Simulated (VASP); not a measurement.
# Ga2O3 (C2/m) in VASP: notebook

One crystal, Ga2O3, is run at these levels: PBEsol; tasks: relaxation of cell and atoms.

All numbers are computed with VASP 6.6.1; they aren't measurements. Logs are shortened: lines on timing, memory, paths and dates and some standing lists are left out, and cuts for length are marked.

### Step 1. The crystal as given

It takes space group C2/m (No. 12, monoclinic). The conventional cell has a = 12.214 Å, b = 3.037 Å, c = 5.798 Å, α = 90.00°, β = 103.83°, γ = 90.00°. Ga (site symmetry m) has 4 O at 1.83 to 1.86 Å as nearest neighbours. Around Ga (site symmetry m) lie 6 O at 1.94 to 2.07 Å. Around O (site symmetry m) lie 3 Ga at 1.83 to 1.94 Å. Around O (site symmetry m) lie 4 Ga at 1.86 to 2.07 Å. O (site symmetry m) has 3 Ga at 1.83 to 1.94 Å as nearest neighbours.

### Step 2. Relaxation of cell and atoms, PBEsol

Input file INCAR:

```
SYSTEM = Ga2O3
PREC = Accurate
ENCUT = 600
EDIFF = 1E-6
ISMEAR = 0
SIGMA = 0.03
LREAL = .False.
LASPH = .True.
NELM = 80
ALGO = Normal
ISIF = 3
LWAVE = .False.
LCHARG = .False.
GGA = PS
IBRION = 2
NSW = 90
EDIFFG = -0.01
KPAR = 4
```

Input file KPOINTS:

```
regular mesh
0
Gamma
  10 10 6
  0 0 0
```

Input file POSCAR:

```
Ga2O3
1.0
    6.1070000000     -1.5185500000      0.0000000000
    6.1070000000      1.5185500000      0.0000000000
   -1.3859888959      0.0000000000      5.6300087380
Ga O
4 6
Direct
    0.0905000000      0.0905000000      0.7946000000
    0.9095000000      0.9095000000      0.2054000000
    0.6586600000      0.6586600000      0.3140200000
    0.3413400000      0.3413400000      0.6859800000
    0.1645000000      0.1645000000      0.1098000000
    0.8355000000      0.8355000000      0.8902000000
    0.1733000000      0.1733000000      0.5632000000
    0.8267000000      0.8267000000      0.4368000000
    0.4959000000      0.4959000000      0.2566000000
    0.5041000000      0.5041000000      0.7434000000
```

Potentials or basis: VASP PAW PBE potentials, release 64 (Ga_d, O).

Launch:

```bash
cat potpaw_PBE.64/Ga_d/POTCAR potpaw_PBE.64/O/POTCAR > POTCAR
mpirun -np 4 vasp_std > vasp.out
```

OUTCAR:

```text
SYSTEM = Ga2O3
   PREC = Accurate
   ENCUT = 600
   EDIFF = 1E-6
   ISMEAR = 0
   LREAL = .False.
   LASPH = .True.
   NELM = 80
   ISIF = 3
   GGA = PS
   IBRION = 2
   NSW = 90
   EDIFFG = -0.01

 ion  position               nearest neighbor table
   1  0.090  0.090  0.795-  10 1.83  10 1.83   5 1.83   7 1.86
   2  0.910  0.910  0.205-   9 1.83   9 1.83   6 1.83   8 1.86
   3  0.659  0.659  0.314-   9 1.94   5 1.94   5 1.94   8 2.01   7 2.07   7 2.07
   4  0.341  0.341  0.686-  10 1.94   6 1.94   6 1.94   7 2.01   8 2.07   8 2.07
   5  0.164  0.164  0.110-   1 1.83   3 1.94   3 1.94
   6  0.836  0.836  0.890-   2 1.83   4 1.94   4 1.94
   7  0.173  0.173  0.563-   1 1.86   4 2.01   3 2.07   3 2.07
   8  0.827  0.827  0.437-   2 1.86   3 2.01   4 2.07   4 2.07
   9  0.496  0.496  0.257-   2 1.83   2 1.83   3 1.94
  10  0.504  0.504  0.743-   1 1.83   1 1.83   4 1.94

  LATTYP: Found a base centered monoclinic cell.
 ALAT       =    12.2140000000
 B/A-ratio  =     0.2486572785
 C/A-ratio  =     0.4747093499
 COS(beta)  =    -0.2390419096

  Lattice vectors:

 A1 = (   6.1070000000,  -1.5185500000,   0.0000000000)
 A2 = (   6.1070000000,   1.5185500000,   0.0000000000)
 A3 = (  -1.3859888959,   0.0000000000,   5.6300087380)

Analysis of symmetry for initial positions (statically):
=====================================================================
 Subroutine PRICEL returns:
 Original cell was already a primitive cell.

 Routine SETGRP: Setting up the symmetry group for a
 base centered monoclinic supercell.

 Subroutine GETGRP returns: Found  4 space group operations
 (whereof  4 operations were pure point group operations)
 out of a pool of  4 trial point group operations.

The static configuration has the point symmetry C_2h.

Analysis of symmetry for dynamics (positions and initial velocities):
=====================================================================
 Subroutine PRICEL returns:
 Original cell was already a primitive cell.

 Routine SETGRP: Setting up the symmetry group for a
 base centered monoclinic supercell.

 Subroutine GETGRP returns: Found  4 space group operations
 (whereof  4 operations were pure point group operations)
 out of a pool of  4 trial point group operations.

The dynamic configuration has the point symmetry C_2h.

 Subroutine INISYM returns: Found  4 space group operations
 (whereof  4 operations are pure point group operations),
 and found     1 'primitive' translations

----------------------------------------------------------------------------------------

[... 134 lines left out ...]
   LHFCALC =     F    Hartree Fock is set to
   AEXX    =    0.0000 exact exchange contribution
   IVDW    =     0    specifies the selected vdW correction
   LEPSILON=     F    determine dielectric tensor
   LRPA    =     F    only Hartree local field effects (RPA)
 conjugate gradient relaxation of ions
 non-spin polarized calculation
 Gauss-broadening in eV      SIGMA  =   0.03
  energy-cutoff  :      600.00
  volume of cell :      104.42
 maximum number of plane-waves:      3516
   NGX = 25   NGY = 25   NGZ = 23

--------------------------------------- Ionic step        1  -------------------------------------------

 number of electron      88.0000002 magnetization

 Free energy of the ion-electron system (eV)
  ---------------------------------------------------
  ext. energy  EPLUGINS =         0.00000000
  ---------------------------------------------------
  free energy    TOTEN  =       -63.89588417 eV

  energy without entropy =      -63.89588417  energy(sigma->0) =      -63.89588417

------------------------ aborting loop because EDIFF is reached ----------------------------------------

  FORCE on cell =-STRESS in cart. coord.  units (eV):
  Direction    XX          YY          ZZ          XY          YZ          ZX
  --------------------------------------------------------------------------------------
  -------------------------------------------------------------------------------------
  Total        1.6285997      1.9339059      1.3415816      0.0000000      0.0000000      0.0438347
  in kB       24.9878473     29.6722059     20.5840860      0.0000000      0.0000000      0.6725629
  external PRESSURE =      25.0813797 kB  Pullay stress =       0.0000000 kB
[... 113 lines left out ...]
  FREE ENERGIE OF THE ION-ELECTRON SYSTEM (eV)
  ---------------------------------------------------
  free  energy   TOTEN  =       -63.9071447336 eV

  energy  without entropy=      -63.9071447336  energy(sigma->0) =      -63.90714473

[... ionic steps 4 to 12 ...]

--------------------------------------- Ionic step       13  -------------------------------------------

 number of electron      88.0000002 magnetization

------------------------ aborting loop because EDIFF is reached ----------------------------------------
[... 83 lines left out ...]
--------------------------------------- Ionic step       15  -------------------------------------------

 number of electron      88.0000003 magnetization

 Free energy of the ion-electron system (eV)
  ---------------------------------------------------
  ext. energy  EPLUGINS =         0.00000000
  ---------------------------------------------------
  free energy    TOTEN  =       -63.90765937 eV

  energy without entropy =      -63.90765937  energy(sigma->0) =      -63.90765937

 E-fermi :   3.8531     XC(G=0): -11.8542

 val. band max:        3.6596326839   @ k =   0.5000   0.4000   0.5000
 cond. band min:       5.8791305179   @ k =   0.0000   0.0000   0.0000
 fundamental gap:      2.2194978340
 Fermi energy:         3.8530551620

 k-point     1 :       0.0000    0.0000    0.0000
  band No.  band energies     occupation
      1     -15.1878      2.00000
      2     -14.0023      2.00000
      3     -13.9812      2.00000
      4     -13.8727      2.00000
      5     -13.3932      2.00000
      6     -13.3845      2.00000
[... 1309 lines left out ...]
     51      12.7306      0.00000
     52      13.3613      0.00000

 [... further k-points ...]

------------------------ aborting loop because EDIFF is reached ----------------------------------------

  FORCE on cell =-STRESS in cart. coord.  units (eV):
  Direction    XX          YY          ZZ          XY          YZ          ZX
  --------------------------------------------------------------------------------------
  -------------------------------------------------------------------------------------
  Total       -0.0474145     -0.0185048     -0.0023484      0.0000000      0.0000000     -0.0201140
  in kB       -0.7188897     -0.2805661     -0.0356064      0.0000000      0.0000000     -0.3049655
  external PRESSURE =      -0.3450207 kB  Pullay stress =       0.0000000 kB
[... 25 lines left out ...]
  FREE ENERGIE OF THE ION-ELECTRON SYSTEM (eV)
  ---------------------------------------------------
  free  energy   TOTEN  =       -63.9076593749 eV

  energy  without entropy=      -63.9076593749  energy(sigma->0) =      -63.90765937

 reached required accuracy - stopping structural energy minimisation
```

CONTCAR:

```text
Ga2O3
   1.00000000000000
     6.1404380540646724   -1.5243098874454333    0.0091963594994463
     6.1404380540646724    1.5243098874454333    0.0091963594994463
    -1.3851057329672771    0.0000000000000000    5.6428283047714114
  Ga              O
     4     6
Direct
     0.0904753733943620    0.0904753733943620    0.7951368457690209
     0.9095246266056379    0.9095246266056379    0.2048631542309792
     0.6586371581062800    0.6586371581062800    0.3142692735989930
     0.3413628418937199    0.3413628418937199    0.6857307264010070
     0.1651575752245650    0.1651575752245650    0.1093266426002332
     0.8348424247754350    0.8348424247754350    0.8906733573997668
     0.1732591666585655    0.1732591666585655    0.5628196194318570
     0.8267408333414346    0.8267408333414346    0.4371803805681429
     0.4962214747277488    0.4962214747277488    0.2560865962780763
     0.5037785252722513    0.5037785252722513    0.7439134037219237

  0.00000000E+00  0.00000000E+00  0.00000000E+00
  0.00000000E+00  0.00000000E+00  0.00000000E+00
  0.00000000E+00  0.00000000E+00  0.00000000E+00
  0.00000000E+00  0.00000000E+00  0.00000000E+00
  0.00000000E+00  0.00000000E+00  0.00000000E+00
  0.00000000E+00  0.00000000E+00  0.00000000E+00
  0.00000000E+00  0.00000000E+00  0.00000000E+00
  0.00000000E+00  0.00000000E+00  0.00000000E+00
  0.00000000E+00  0.00000000E+00  0.00000000E+00
  0.00000000E+00  0.00000000E+00  0.00000000E+00
```

It took 47 min on 4 MPI ranks of Intel Xeon Platinum 8488C (Sapphire Rapids), shared host; peak memory 0.98 GiB.

Results:

| Item | Value |
| --- | --- |
| Free energy | -63.9077 eV |
| Relaxed volume | 10.57 Å³/atom |
| Relaxed cell | a = 6.327 Å, b = 6.327 Å, c = 5.810 Å, α = 103.29°, β = 103.29°, γ = 27.88° |
| Space group after relaxing (to 0.05 Å) | C2/m (No. 12) |
| Energy gained by relaxing | 1.2 meV/atom |
| Ionic steps | 15 |
| Pressure after relaxing | 0.0 GPa |
| Largest force after relaxing | 0.007 eV/Å |
| Band gap on the k mesh | 2.22 eV, indirect (least direct gap 2.24 eV) |

Forces on the atoms (eV/Å):
```
Ga  -0.007  0.000  0.000
Ga   0.007  0.000  0.000
Ga   0.007  0.000 -0.003
Ga  -0.007  0.000  0.003
O    0.004  0.000 -0.003
O   -0.004  0.000  0.003
O   -0.004  0.000  0.003
O    0.004  0.000 -0.003
O   -0.003  0.000 -0.004
O    0.003  0.000  0.004
```

Step by step:
```
step  energy change (eV)  largest force (eV/Å)  pressure (GPa)  volume (Å³)
   1              0.0000                0.1136            2.51       104.42
   2             -0.0015                0.1428           -2.30       106.91
   3             -0.0113                0.0455           -0.05       105.71
   4             -0.0113                0.0419            0.06       105.68
   5             -0.0115                0.0221           -0.03       105.72
   6             -0.0115                0.0215            0.00       105.71
   7             -0.0116                0.0173           -0.08       105.73
   8             -0.0117                0.0183           -0.10       105.74
   9             -0.0116                0.0243           -0.17       105.76
  10             -0.0117                0.0195           -0.09       105.75
  11             -0.0117                0.0116            0.01       105.67
  12             -0.0117                0.0115            0.11       105.65
  13             -0.0117                0.0121           -0.02       105.66
  14             -0.0117                0.0111            0.05       105.66
  15             -0.0118                0.0074           -0.03       105.67
```

Final structure:
```
CELL_PARAMETERS angstrom
6.14044 -1.52431 0.00920
6.14044 1.52431 0.00920
-1.38511 0.00000 5.64283
ATOMIC_POSITIONS crystal
Ga 0.09048 0.09048 0.79514
Ga 0.90952 0.90952 0.20486
Ga 0.65864 0.65864 0.31427
Ga 0.34136 0.34136 0.68573
O 0.16516 0.16516 0.10933
O 0.83484 0.83484 0.89067
O 0.17326 0.17326 0.56282
O 0.82674 0.82674 0.43718
O 0.49622 0.49622 0.25609
O 0.50378 0.50378 0.74391
```

Levels at points of the mesh, in eV from the valence-band top:
| k point | band 41 | band 42 | band 43 | band 44 | band 45 | band 46 | band 47 | band 48 |
| --- | --- | --- | --- | --- | --- | --- | --- | --- |
| (0.00, 0.00, 0.00) | -0.68 | -0.50 | -0.29 | -0.02 | 2.22 | 5.53 | 6.53 | 6.57 |
| (0.50, 0.00, 0.00) | -0.77 | -0.73 | -0.48 | -0.11 | 5.46 | 6.34 | 7.06 | 7.30 |
| (0.50, 0.50, 0.00) | -0.69 | -0.69 | -0.42 | -0.15 | 4.41 | 4.65 | 5.62 | 6.39 |
| (0.00, 0.00, 0.50) | -0.67 | -0.65 | -0.51 | -0.31 | 4.60 | 4.74 | 6.56 | 7.03 |
| (0.50, 0.00, 0.50) | -1.11 | -1.06 | -0.74 | -0.66 | 6.72 | 6.76 | 7.66 | 7.84 |
| (0.50, 0.50, 0.50) | -0.66 | -0.62 | -0.60 | -0.01 | 5.01 | 5.15 | 6.06 | 6.36 |

Caveat: the PAW data sets were made with another functional, which shifts forces and pressure a little. A k mesh can miss the band edges.

### Step 3. Relaxation of cell and atoms, PBEsol

This run uses another cell than the first one, of 10.57 Å³/atom, 1.012 times its volume.

INCAR, as its differences from that of step 2:

```diff
@@ -3,3 +3,3 @@
 ENCUT = 600
-EDIFF = 1E-6
+EDIFF = 1E-7
 ISMEAR = 0
@@ -16,3 +16,3 @@
 NSW = 90
-EDIFFG = -0.01
+EDIFFG = -0.005
 KPAR = 4
```

KPOINTS is that of step 2.

Input file POSCAR:

```
Ga2O3                                   
1.0
    6.1404380541     -1.5243098874      0.0091963595
    6.1404380541      1.5243098874      0.0091963595
   -1.3851057330      0.0000000000      5.6428283048
  Ga              O             
     4     6
Direct
     0.0904753733943620    0.0904753733943620    0.7951368457690209
     0.9095246266056379    0.9095246266056379    0.2048631542309792
     0.6586371581062800    0.6586371581062800    0.3142692735989930
     0.3413628418937199    0.3413628418937199    0.6857307264010070
     0.1651575752245650    0.1651575752245650    0.1093266426002332
     0.8348424247754350    0.8348424247754350    0.8906733573997668
     0.1732591666585655    0.1732591666585655    0.5628196194318570
     0.8267408333414346    0.8267408333414346    0.4371803805681429
     0.4962214747277488    0.4962214747277488    0.2560865962780763
     0.5037785252722513    0.5037785252722513    0.7439134037219237
```

Potentials or basis: VASP PAW PBE potentials, release 64 (Ga_d, O).

Launch:

```bash
cat potpaw_PBE.64/Ga_d/POTCAR potpaw_PBE.64/O/POTCAR > POTCAR
mpirun -np 4 vasp_std > vasp.out
```

Run time: 25 min. Hardware: 4 MPI ranks of Intel Xeon Platinum 8488C (Sapphire Rapids), shared host; peak memory 1 GiB.

It converged, with:

* Free energy: -63.9109 eV
* Relaxed volume: 10.56 Å³/atom
* Relaxed cell: a = 6.324 Å, b = 6.324 Å, c = 5.812 Å, α = 103.31°, β = 103.31°, γ = 27.90°
* Space group after relaxing (to 0.05 Å): C2/m (No. 12)
* Energy gained by relaxing: 0.0 meV/atom
* Ionic steps: 7
* Pressure after relaxing: 0.0 GPa
* Largest force after relaxing: 0.003 eV/Å
* Band gap on the k mesh: 2.22 eV, indirect (least direct gap 2.24 eV)

Forces on the atoms (eV/Å):
```
Ga  -0.001  0.000 -0.001
Ga   0.001  0.000  0.001
Ga   0.001  0.000  0.000
Ga  -0.001  0.000  0.000
O    0.003  0.000 -0.001
O   -0.003  0.000  0.001
O    0.000  0.000 -0.002
O    0.000  0.000  0.002
O    0.000  0.000 -0.002
O    0.000  0.000  0.002
```

Final structure:
```yaml
crystal:
  lattice:
    - [6.13721, -1.52457, 0.00776]
    - [6.13721, 1.52457, 0.00776]
    - [-1.38570, 0.00000, 5.64395]
  atoms:
    - { symbol: Ga, position: [0.09045, 0.09045, 0.79517] }
    - { symbol: Ga, position: [0.90955, 0.90955, 0.20483] }
    - { symbol: Ga, position: [0.65871, 0.65871, 0.31416] }
    - { symbol: Ga, position: [0.34129, 0.34129, 0.68584] }
    - { symbol: O, position: [0.16521, 0.16521, 0.10931] }
    - { symbol: O, position: [0.83479, 0.83479, 0.89069] }
    - { symbol: O, position: [0.17321, 0.17321, 0.56283] }
    - { symbol: O, position: [0.82679, 0.82679, 0.43717] }
    - { symbol: O, position: [0.49624, 0.49624, 0.25600] }
    - { symbol: O, position: [0.50376, 0.50376, 0.74400] }
```

Levels at points of the mesh, in eV from the valence-band top:
```tsv
k point	band 41	band 42	band 43	band 44	band 45	band 46	band 47	band 48
(0.00, 0.00, 0.00)	-0.68	-0.49	-0.29	-0.02	2.22	5.53	6.53	6.57
(0.50, 0.00, 0.00)	-0.77	-0.73	-0.48	-0.12	5.46	6.34	7.06	7.31
(0.50, 0.50, 0.00)	-0.69	-0.69	-0.42	-0.16	4.42	4.66	5.62	6.39
(0.00, 0.00, 0.50)	-0.68	-0.65	-0.51	-0.31	4.61	4.74	6.56	7.03
(0.50, 0.00, 0.50)	-1.11	-1.07	-0.75	-0.66	6.72	6.76	7.66	7.84
(0.50, 0.50, 0.50)	-0.66	-0.62	-0.60	-0.01	5.02	5.15	6.07	6.37
```

Caveat: the PAW data sets were made with another functional, which shifts forces and pressure a little. A k mesh can miss the band edges.
